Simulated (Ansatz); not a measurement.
Reaction (ligand exchange at a B–F bond): `CB(F)F` + acetic acid → `CB(F)OC(C)=O` + H–F

Program: Ansatz. Geometries: PBE0-D4/def2-TZVP. ΔE: electronic, gas phase. CCSD(T)/CBS adds triple-zeta CCSD(T) − MP2 to the extrapolated MP2 energy (def2 sets, frozen cores). This one scheme is used for every species. One conformer a species, not always the lowest.

| level | ΔE (kJ/mol) |
| --- | --- |
| MP2/CBS(def2) | 43.3 |
| CCSD/CBS(def2) | 46.5 |

Question: What does CCSD(T)/CBS give? (An estimate is asked.)

Answer: Ansatz gave: +44.6 kJ/mol. The listed levels differ from it by -1.3, 1.9 kJ/mol.

Largest T1 diagnostic among the species: 0.015.

The D4 term adds −9.3 kJ/mol with B3LYP and −5.4 kJ/mol with PBE0; it sums over pairs of atoms, weighted by their polarisabilities, and B3LYP, whose exchange is more repulsive, gets the larger term. In def2-TZVPP, CCSD(T) changes the Hartree–Fock value by −13.3 kJ/mol (the triples alone add −1.9 kJ/mol) and MP2 by −14.6 kJ/mol.

B3LYP here is the variant with VWN-RPA as its local correlation; programs differ in this.

CCSD(T)/CBS has its own doubt, a few kJ/mol and more with outer-core shells, so smaller differences from it don't rank the levels.
